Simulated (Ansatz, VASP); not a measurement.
# B: VASP beside Ansatz

```
B
1.0
     1.73963    0.00000    0.00000
    -0.86981    1.50656    0.00000
     0.00000    0.00000   21.59251
B
4
Cartesian
  -0.8698 1.5066 0.0000
  -0.8698 1.5066 10.7963
  0.0000 1.0044 5.3981
  0.8698 0.5022 16.1944
```

Alike in both runs: task single point; functional BLYP; k mesh 23 × 23 × 2; occupations fermi-dirac, width 0.1 eV; no spin polarisation.

|  | VASP | Ansatz |
| --- | --- | --- |
| version | VASP 6.6.1 | Ansatz 0.2.0 |
| potentials or method | VASP PAW PBE potentials, release 64 (B) | plane waves (420 eV) with PAW, scalar-relativistic |
| plane-wave cutoff (eV) | 520 | 420 |
| valence electrons in the cell | 12 | 12 |

Ansatz gave:

- pressure (GPa): -5.2
- largest component of the traceless stress (GPa): 5.36

**Question.** Which values does VASP return?

**Answer.** Pressure (GPa): -5.3; largest component of the traceless stress (GPa): 5.42.

Caveats: the PAW data sets were made with another functional, which shifts forces and pressure a little (VASP); this functional lacks dispersion, which binds the layers, so the pressure and a relaxed spacing across them are unreliable.
